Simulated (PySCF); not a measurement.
Where the electron goes

Species: 1,3-cyclohexadiene, C6H8.
Numbering: `[CH:1]1=[CH:2][CH2:3][CH2:4][CH:5]=[CH:6]1` (hydrogens: H7 on C1; H8 on C2; H9, H10 on C3; H11, H12 on C4; H13 on C5; H14 on C6)

Geometry (GFN2-xTB, Å), atoms numbered from 1 in this order:
```xyz
14
C6H8 angstrom
C      0.9122    1.0934   -0.6292
C     -0.3934    1.2920   -0.4637
C     -1.2224    0.3253    0.3302
C     -0.6767   -1.0983    0.2135
C      0.8189   -1.1191    0.3370
C      1.5514   -0.0898   -0.0821
H      1.5277    1.8034   -1.1621
H     -0.8836    2.1784   -0.8384
H     -1.2021    0.6428    1.3808
H     -2.2632    0.3547    0.0035
H     -0.9429   -1.5162   -0.7659
H     -1.1325   -1.7361    0.9725
H      1.2753   -2.0209    0.7187
H      2.6306   -0.1098   -0.0371
```

Level of theory: PySCF 2.14.0, density-fitted response routines, TDDFT PBE0/def2-SVPD, vertical, gas phase, core orbitals frozen in the response.

Frontier orbitals with the atoms that hold most of them (Löwdin shares over 4%, at most four atoms; ? is withheld):

```json
{"orbital": "LUMO+2", "ε (eV)": "1.55", "atoms": "C6 14%, C1 14%, H14 13%, H7 12%"}
{"orbital": "LUMO+1", "ε (eV)": "0.89", "atoms": "C3 11%, C4 11%, C5 9%, C2 9%"}
{"orbital": "LUMO", "ε (eV)": "-0.70", "atoms": "C5 22%, C2 22%, C1 17%, C6 17%"}
{"orbital": "HOMO", "ε (eV)": "-6.17", "atoms": "?"}
{"orbital": "HOMO-1", "ε (eV)": "-8.83", "atoms": "?"}
{"orbital": "HOMO-2", "ε (eV)": "-8.92", "atoms": "C3 15%, C4 15%, C5 12%, C2 12%"}
{"orbital": "HOMO-3", "ε (eV)": "-9.42", "atoms": "C3 15%, C4 15%, C2 13%, C5 13%"}
```

(1) Which atoms hold the HOMO, and with what shares?

(2) Which atoms hold the HOMO-1, and with what shares?

(3) How does S1 compare with the orbital gap of 5.47 eV?

(4) Give energy, strength and leading configuration of S1, S2 and S4, and follow the Löwdin shares of the leading atoms from the occupied to the empty orbital.

Answers

(1) C2 (bonded to 2 C and H) 22%; C5 (bonded to 2 C and H) 22%; C1 (bonded to 2 C and H) 17%; C6 (bonded to 2 C and H) 17%.

(2) C6 (bonded to 2 C and H) 26%; C1 (bonded to 2 C and H) 26%; C2 (bonded to 2 C and H) 14%; C5 (bonded to 2 C and H) 13%.

(3) S1 is at 4.77 eV (f = 0.116), 0.70 eV below the gap, made of HOMO→LUMO (98%). 

(4) 
- S1 (4.77 eV, f 0.116), HOMO→LUMO (98%): C2 22% → 22%, C5 22% → 22%
- S2 (5.91 eV, f 0.0057), HOMO→LUMO+1 (98%): C2 22% → 9%, C5 22% → 9%, C3 at most 17% → 11%, C4 at most 17% → 11%
- S4 (6.62 eV, f 0.0067), HOMO-2→LUMO (84%): C3 15% → at most 17%, C4 15% → at most 17%, C5 12% → 22%, C2 12% → 22%

Löwdin shares depend on the basis, the more so with diffuse functions.

The run took 19 s wall on one thread of an Arm Neoverse V2, shared host.

One conformer stands for the species.
